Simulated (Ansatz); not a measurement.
**What strain does to LiCl (zincblende)**

Zincblende LiCl, relaxed with r2SCAN in the PAW code Ansatz. It is cubic, F-43m (No. 216); conventional cell a = 5.466 Å, 20.41 Å³ an atom. Li has 4 Cl at 2.37 Å; Cl has 4 Li at 2.37 Å.

The axes x, y and z are those of this cell:
```xyz
2
Lattice="0.0000 2.7330 2.7330 2.7330 0.0000 2.7330 2.7330 2.7330 0.0000" Properties=species:S:1:pos:R:3 pbc="T T T"
Li    0.0000    0.0000    0.0000
Cl    1.3665    1.3665    1.3665
```

Unstrained: With PBE the gap is 6.049 eV and direct, at Γ. With r2SCAN the gap is 6.713 eV and direct, at Γ. With HSE06 the gap is 7.385 eV and direct, at Γ. Meshes: PBE 8×8×8, r2SCAN 8×8×8, HSE06 6×6×6. Strains are changes of length per length. After each strain the atoms were relaxed again with r2SCAN within the symmetry that the strain leaves, so tilts or polar shifts that break it weren't tested; points keep the names that they have in the unstrained zone. (Calculated; spin-unpolarised; the phase may be known or hypothetical.)

Changes of the least gap in eV (an overlap counts as a negative gap):
```
                                                                    strain  volume change (%)  space group     PBE  r2SCAN   HSE06  energy rise, r2SCAN (meV/atom)
                                                  uniaxial +5.11 % along z               +5.1        I-4m2  -0.208  -0.221  -0.222                             5.2
                                              uniaxial -2.15 % along [111]               -2.1          R3m  +0.014  +0.017  +0.017                             1.4
epitaxial +4.95 % in the plane normal to [111], free normal strain -3.58 %               +6.2          R3m  -0.430  -0.455  -0.454                            14.0
```

Uniaxial +5.11 % along z, other directions held. HSE06: the gap goes from 7.385 to 7.163 eV (-0.222 eV); with r2SCAN the top three valence levels at Γ, degenerate before, become 2+1 from the top over 100 meV. Stress change with r2SCAN, compression positive: xx -1.00, yy -1.00, zz -1.60 GPa.

Uniaxial -2.15 % along [111], other directions held. HSE06: the gap goes from 7.385 to 7.402 eV (+0.017 eV); with r2SCAN the top three valence levels at Γ, degenerate before, become 1+2 from the top over 91 meV. Stress change with r2SCAN, compression positive: xx +0.60, yy +0.60, zz +0.60, xy +0.21, xz +0.21, yz +0.21 GPa.

Epitaxial +4.95 % in the plane normal to [111], free normal strain -3.58 %. HSE06: the gap goes from 7.385 to 6.931 eV (-0.454 eV); with r2SCAN the top three valence levels at Γ, degenerate before, become 1+2 from the top over 270 meV. Stress change with r2SCAN, compression positive: xx -1.42, yy -1.42, zz -1.42, xy +0.70, xz +0.70, yz +0.70 GPa.

The meshes of the hybrids are coarse, so their gaps aren't converged to the digits shown.

The splittings at Γ are without spin-orbit coupling, which regroups them where it is of like size or larger.
